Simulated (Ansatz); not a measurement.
**PbSe (Clausthalite) under changes of volume**

One of the cells (28.671 Å³/atom); the others are scaled copies at fixed shape and fractional positions:

```
Pb Se
1.0
     0.00000    3.06065    3.06065
     3.06065    0.00000    3.06065
     3.06065    3.06065    0.00000
Pb Se
1 1
Cartesian
  0.0000 0.0000 0.0000
  3.0606 3.0606 3.0606
```

| Property | Result |
| --- | --- |
| Program | Ansatz 0.2.0 |
| Functional | LDA |
| Potentials or basis | all-electron LAPW, scalar-relativistic |
| Cutoff | 188 eV (chosen from the basis error) |
| Basis error allowed | 0.001 eV/atom |
| k mesh | 8 × 8 × 8 |
| Occupations | fermi-dirac, width 0.05 eV |
| Spin | no spin polarisation |

| volume (Å³/atom) | energy over the lowest point (meV/atom) | pressure (GPa) | gap on the mesh (eV) |
| --- | --- | --- | --- |
| 26.951 | 2.32 | 1.3 | 0.04 |
| 27.524 | 0.00 | 0.0 | 0.04 |
| 28.097 | 1.93 | -1.1 | 0.11 |
| 28.671 | 7.68 | -2.1 | 0.18 |
| 29.244 | 16.91 | -3.0 | 0.24 |
| 29.818 | 29.23 | -3.9 | 0.30 |
| 30.391 | ? | ? | ? |

Q: What does the run at 30.391 Å³/atom give?

A: Energy over the lowest point 44.35 meV/atom; pressure -4.6 GPa; gap on the mesh 0.35 eV.

Worked out: A Birch-Murnaghan fit of order 3 (a polynomial in V^(-2/3)) to the other rows has its minimum at 27.54 Å³/atom with B0 = V·E''(V) = 57 GPa and B' = 4.1. It gives 44.34 meV/atom at 30.391 Å³/atom, against the run's 44.35, and -dE/dV = -4.6 GPa, against -4.6.

Energies are extrapolated to zero smearing.

Caveats: spin-orbit coupling is left out, which as a rule narrows the gap of such compounds by several tenths of an eV.

A mesh can miss the band edges.
